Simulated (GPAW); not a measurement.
Runs of GPAW 26.7.0 on FeO. The structure is trigonal, space group R-3m (No. 166). Conventional cell: a = 3.035 Å, b = 3.035 Å, c = 7.547 Å, α = 90.00°, β = 90.00°, γ = 120.00°. Fe (site symmetry -3m) has 6 O at 2.16 Å as nearest neighbours. Around O (site symmetry -3m) lie 6 Fe at 2.16 Å. 

```csv
level,spin,U,fixed moment (μB),gap on the mesh (eV),pressure (GPa),moment (μB)
PBE+U,"collinear, random start",Fe d U = 5 eV,-,none,2.1,4.00
PBE+U,"collinear, ferromagnetic start",Fe d U = 5 eV,4.0,-,(a),4.00
PBE,"collinear, ferromagnetic start",-,-,none,0.4,4.00
r2SCAN+U,"collinear, ferromagnetic start",Fe d U = 2 eV,-,none,-4.5,4.00
```

Alike in all rows: task single point; potentials or basis GPAW PAW data sets (gpaw-data 1.2.1), pw; cell as given; k mesh 8 × 8 × 8; cutoff (eV) 800; smearing gaussian 0.05 eV.

Q: Fill in the values left out.

A: (a) 2.0.

Caveats: a cell with one magnetic atom can't hold antiferromagnetic order, which such compounds often take; the total moment is fixed, so each spin has its own Fermi level (some runs); semilocal functionals often make such compounds metallic where correlation or magnetic order opens a gap, which also shifts bond lengths (some runs); the PAW data sets were made with another functional, which shifts forces and pressure a little (some runs).

A gap of «none» marks a metal or a gap under the smearing width.
